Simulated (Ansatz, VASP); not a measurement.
# BaZrO3 in VASP and in Ansatz

```
Ba Zr O
1.0
     4.22720    0.00000    0.00000
     0.00000    4.22720    0.00000
     0.00000    0.00000    4.22720
Ba Zr O
1 1 3
Direct
  0.50000 0.50000 0.50000
  0.00000 0.00000 0.00000
  0.50000 0.00000 0.00000
  0.00000 0.50000 0.00000
  0.00000 0.00000 0.50000
```

Alike in both runs: functional PBE; k mesh 6 × 6 × 6; occupations gaussian, width 0.02 eV; no spin polarisation.

Ansatz relaxed the structure, and its values are those at the end. VASP's run is a single point on that final structure, the one shown.

|  | VASP | Ansatz |
| --- | --- | --- |
| version | VASP 6.6.1 | Ansatz 0.2.0 |
| potentials or method | VASP PAW PBE potentials, release 64 (Ba_sv, Zr_sv, O) | scalar-relativistic, plane waves, PAW |
| plane-wave cutoff (eV) | 520 | 520 |
| valence electrons in the cell | 40 | 40 |

|  | VASP | Ansatz | Ansatz less VASP |
| --- | --- | --- | --- |
| gap on the k mesh at the Fermi level (eV) | 3.13 | 3.18 | +0.048 |
| least direct gap on the mesh (eV) | 3.38 | 3.40 | +0.021 |
| pressure (GPa) | 0.9 | 0.0 | -0.94 |

Caveats: spin-orbit coupling is left out, which moves the levels of the heavy elements. A k mesh can miss the band edges. A hybrid or GW would open this gap; PBE tends to underestimate it.
